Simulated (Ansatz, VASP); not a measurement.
Given: the input of a run of Ansatz 0.2.0 on Au (Gold). 

File input.yaml:

```yaml
crystal:
  lattice:
    - [0.0, 2.035, 2.035]
    - [2.035, 0.0, 2.035]
    - [2.035, 2.035, 0.0]
  atoms:
    - { symbol: Au, position: [0.0, 0.0, 0.0] }
kpoints:
  mp_grid: { grid: [11, 11, 11] }
scf:
  occupations: { method: fermi_dirac, width: 0.05 }
hamiltonian:
  xc: pbesol
  dispersion: d3bj
  pseudopotentials: { kind: all_electron, lapw: { basis_error: 0.001 } }
output:
  forces: true
  stress: true
relax:
  f_tol: 0.005
  max_steps: 60
  cell: {}
```

Potentials or basis: all-electron LAPW, scalar-relativistic.

Command:

```bash
$ ansatz run input.yaml --threads 1 --pin off --max-ram 3072MiB --backend cpu --events-out ev --progress --plain --runs-dir out
```

Translate it to VASP 6.6.1. Potentials or basis there: PBE PAW files Au, 600 eV.

As run (cutoffs and basis follow the program's own potentials, and thresholds, step limits or extra output files can differ):

INCAR

```
SYSTEM = Au
ALGO = Fast ; EDIFF = 1E-6
EDIFFG = -0.005 ; ENCUT = 600
GGA = PS ; IBRION = 2
ISIF = 3 ; ISMEAR = -1
IVDW = 12 ; LASPH = .True.
LCHARG = .False. ; LREAL = .False.
LWAVE = .False. ; NELM = 60
NSW = 40 ; PREC = Accurate
SIGMA = 0.05
```

File KPOINTS:

```
k-points
0
Gamma
  11 11 11
  0 0 0
```

The input POSCAR:

```
Au
1.0
    0.0000000000      2.0350000000      2.0350000000
    2.0350000000      0.0000000000      2.0350000000
    2.0350000000      2.0350000000      0.0000000000
Au
1
Direct
    0.0000000000      0.0000000000      0.0000000000
```

Potentials or basis: VASP PAW PBE potentials, release 64 (Au).

Command:

```bash
$ cat potpaw_PBE.64/Au/POTCAR > POTCAR
$ mpirun -np 1 vasp_std > vasp.out
```

Both were run:

|  | Ansatz | VASP |
| --- | --- | --- |
| Relaxed volume | 16.45 Å³/atom | 16.44 Å³/atom |
| Relaxed cell | a = 2.855 Å, b = 2.855 Å, c = 2.855 Å, α = 60.00°, β = 60.00°, γ = 60.00° | a = 2.854 Å, b = 2.854 Å, c = 2.854 Å, α = 60.00°, β = 60.00°, γ = 60.00° |
| Space group after relaxing | Fm-3m (No. 225) | Fm-3m (No. 225) |
| Pressure after relaxing | 0.0 GPa | 0.0 GPa |

VASP's potentials were made for PBE.

Where Ansatz's input types no cutoff or centring, it takes its own default and a Γ-centred mesh.

Pressure is positive in compression.
